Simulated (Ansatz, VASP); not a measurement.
C: VASP beside Ansatz

```xyz
2
Lattice="0.0000 1.8191 1.8634 1.8191 0.0000 1.8634 1.8191 1.8191 0.0000" Properties=species:S:1:pos:R:3 pbc="T T T"
C     1.8191    1.8191    1.8634
C     2.7286    2.7286    2.7952
```

Alike in both runs: task single point; functional LDA; k mesh 12 × 12 × 12; occupations gaussian, width 0.05 eV; no spin polarisation.

|  | VASP | Ansatz |
| --- | --- | --- |
| version | VASP 6.6.1 | Ansatz 0.2.0 |
| potentials or method | VASP PAW LDA potentials, release 64 (C) | scalar-relativistic, plane waves, PAW |
| plane-wave cutoff (eV) | 520 | 520 |
| valence electrons in the cell | 8 | 8 |

```tsv
	VASP	Ansatz	Ansatz less VASP
gap on the k mesh at the Fermi level (eV)	3.63	3.64	+0.007
least direct gap on the mesh (eV)	5.10	5.10	0.000
```

Ansatz warned: «pseudo_functional_mismatch».
